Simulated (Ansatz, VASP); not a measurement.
## One calculation of Ba, two programs

```xyz
1
Lattice="0.0000 3.1890 3.1890 3.1890 0.0000 3.1890 3.1890 3.1890 0.0000" Properties=species:S:1:pos:R:3 pbc="T T T"
Ba    0.0000    0.0000    0.0000
```

Change from the starting cell: functional pbe, volume scaled by 0.96.

Alike in both runs: task single point; functional PBE; k mesh 9 × 9 × 9; occupations fermi-dirac, width 0.05 eV; no spin polarisation.

|  | VASP | Ansatz |
| --- | --- | --- |
| version | VASP 6.6.1 | Ansatz 0.2.0 |
| potentials or method | VASP PAW PBE potentials, release 64 (Ba_sv), cutoff 520 eV | all-electron LAPW, scalar-relativistic |

```tsv
	VASP	Ansatz	Ansatz less VASP
pressure (GPa)	-0.1	-0.1	-0.04
```

Ansatz ran all-electron here, so the differences hold the error of VASP's frozen core and of both bases.

Spin-orbit coupling is left out, which matters for the levels of Ba.
